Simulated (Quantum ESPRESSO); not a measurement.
Si:

```
Si
1.0
    -3.33608    3.33608    3.33608
     3.33608   -3.33608    3.33608
     3.33608    3.33608   -3.33608
Si
6
Direct
  0.50000 0.75000 0.25000
  0.25000 0.75000 0.50000
  0.25000 0.50000 0.75000
  0.50000 0.25000 0.75000
  0.75000 0.50000 0.25000
  0.75000 0.25000 0.50000
```

This isn't the form of Si at room conditions, which is diamond.

| Item | Value |
| --- | --- |
| Program | Quantum ESPRESSO 7.5 |
| Task | phonons |
| Functional | rPW86PBE |
| Dispersion | rVV10 |
| Potentials or basis | PseudoDojo 0.4.1 SR PBE standard |
| Cutoff | 490 eV |
| Density cutoff | 1959 eV |
| k mesh | 6 × 6 × 6 |
| Occupations | cold, width 0.272 eV |
| Spin | no spin polarisation |
| rVV10 parameter b | 6.3 |
| Mixing beta | 0.5 |
| Most SCF iterations | 120 |
| SCF threshold | 1.2e-09 Ry |

The cell and the atoms were relaxed first, to 25.61 Å³/atom (a = 5.844 Å, b = 5.844 Å, c = 5.844 Å, α = 109.47°, β = 109.47°, γ = 109.47°), and the response was taken there.

Problem. Which optical modes does the crystal have at the zone centre, and which show in infrared and Raman spectra?

Solution. The optical modes are T1g + A2g + T2u + T2g + T1u + Eg. Infrared active: T1u. Raman active: T2g + Eg.

Optical modes at Γ, degenerate ones joined, polar ones without the macroscopic field:
```
cm⁻¹  components  symmetry  active in
  67           3       T1g     silent
 202           1       A2g     silent
 362           3       T2u     silent
 406           3       T2g      Raman
 446           3       T1u         IR
 461           2        Eg      Raman
```

Caveat: the potentials were made for another functional, which shifts forces and pressure; this smearing can shift energies of a crystal with a gap.
